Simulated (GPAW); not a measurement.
Runs of GPAW 26.7.0 on PbSe (Clausthalite). It takes space group Fm-3m (No. 225, cubic). Conventional cell: a = 6.121 Å, b = 6.121 Å, c = 6.121 Å, α = 90.00°, β = 90.00°, γ = 90.00°. Around Pb (site symmetry m-3m) lie 6 Se at 3.06 Å. Se (site symmetry m-3m) has 6 Pb at 3.06 Å as nearest neighbours. 

```tsv
task	level	potentials or basis	spin	k mesh	cutoff (eV)	eigensolver	band path	band points	spin axis theta (degrees)	spin axis phi (degrees)	gap on the mesh (eV)	pressure (GPa)	V0 of scaled cells (Å³/atom)	B0 (GPa)
band structure	OLYP	PAW data sets generated in the run's folder for this functional, pw	SOC, no magnetisation	6 × 6 × 6	600	davidson	GXWKGLUWLK,UX	60	0	0	0.22	3.6	-	-
band structure	r2SCAN	GPAW PAW data sets (gpaw-data 1.2.1), pw	SOC, no magnetisation	6 × 6 × 6	600	-	GXWKGLUWLK,UX	60	90	0	0.15	1.3	-	-
band structure	optB88-vdW	GPAW PAW data sets (gpaw-data 1.2.1), pw	SOC, no magnetisation	6 × 6 × 6	600	-	GXWKGLUWLK,UX	100	90	0	(b)	-	-	-
band structure	vdW-DF	GPAW PAW data sets (gpaw-data 1.2.1), pw	SOC, no magnetisation	6 × 6 × 6	600	-	GXWKGLUWLK,UX	80	90	0	0.31	-	-	-
equation of state	PBEsol+D4	PAW data sets generated in the run's folder for this functional, pw	off	6 × 6 × 6	600	-	-	-	-	-	-	-	27.53	58
equation of state	PW91	PAW data sets generated in the run's folder for this functional, pw	off	6 × 6 × 6	600	-	-	-	-	-	-	-	29.80	(d)
one-shot levels of the hybrid HSE06	LDA	the program's PAW data sets (release 1.2.1) made for this functional, pw	off	5 × 5 × 5	500	-	-	-	-	-	-	(c)	-	-
equation of state	WC	PAW data sets generated in the run's folder for this functional, pw	off	6 × 6 × 6	600	-	-	-	-	-	-	-	(a)	52
```

Alike in all rows: cell as given; smearing fermi-dirac 0.05 eV.

Fill in the values left out.

(a) 28.25; (b) 0.40; (c) -2.7; (d) 48.

Caveats: spin-orbit coupling was added after a scalar SCF, so levels and gaps hold it while energy, forces, pressure and moments don't (some runs); this program's spin-orbit splittings come out too wide for heavy elements (some runs); the PAW data sets were made with another functional, which shifts forces and pressure a little (some runs); the cutoff is short for stress and forces, so pressures can be off by a GPa or more (some runs); energy and the plain gap are those of the semilocal run (some runs); the hybrids' values are one shot on its orbitals and mesh (some runs).

A k mesh can miss the band edges, and rows without SOC leave out spin-orbit coupling on Pb, Se.

Runs at the PBE level aren't shown here.
